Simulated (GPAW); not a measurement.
Nb:

```xyz
1
Lattice="-1.6640 1.6640 1.6640 1.6640 -1.6640 1.6640 1.6640 1.6640 -1.6640" Properties=species:S:1:pos:R:3 pbc="T T T"
Nb    0.0000    0.0000    0.0000
```

Base run:

- Program: GPAW 26.7.0
- Functional: RPBE
- Potentials or basis: the program's PAW data sets (release 1.2.1) made for this functional
- Cutoff: 600 eV
- Basis: pw
- k mesh: 11 × 11 × 11
- Occupations: fermi-dirac, width 0.05 eV
- Spin: no spin polarisation

Its results: pressure 0.3 GPa.

Problem. The run is repeated on the same cell with these changes: functional from RPBE to LDA. What comes out?

Solution. Pressure -12.4 GPa.

LDA binds more tightly than RPBE, so the same cell stands under less pressure.
